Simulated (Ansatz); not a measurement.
## Ag: equation of state with PBE

The system is Ag.

```xyz
2
Lattice="2.9300 0.0000 0.0000 -1.4650 2.5375 0.0000 0.0000 0.0000 4.7900" Properties=species:S:1:pos:R:3 pbc="T T T"
Ag    1.4650    0.8458    3.5925
Ag    0.0000    1.6916    1.1975
```

This isn't the form of Ag at room conditions, which is fcc.

* Program: Ansatz 0.2.0
* Task: equation of state
* Functional: PBE
* Potentials or basis: Ansatz PAW
* Cutoff: 420 eV
* Density cutoff: 1680 eV
* k mesh: 10 × 10 × 6
* Occupations: fermi-dirac, width 0.05 eV
* Spin: no spin polarisation

| Quantity | Value |
| --- | --- |
| Equilibrium volume | 17.92 Å³/atom |
| Bulk modulus at fixed shape and positions | 90 GPa |
| Pressure derivative of the bulk modulus | 5.7 |

Energy against volume, from the lowest point:
| volume (Å³/atom) | energy (meV/atom) |
| --- | --- |
| 16.738 | 25.53 |
| 17.094 | 11.80 |
| 17.450 | 3.51 |
| 17.806 | 0.00 |
| 18.162 | 0.66 |
| 18.518 | 4.98 |
| 18.875 | 12.50 |

All runs of the series together: 8.2 s on 2 threads of Arm Neoverse V1, on a shared host.

Caveat: the cell was scaled at fixed shape and fractional positions, which overstates the stiffness of a crystal with free parameters, most of all of layers and chains.
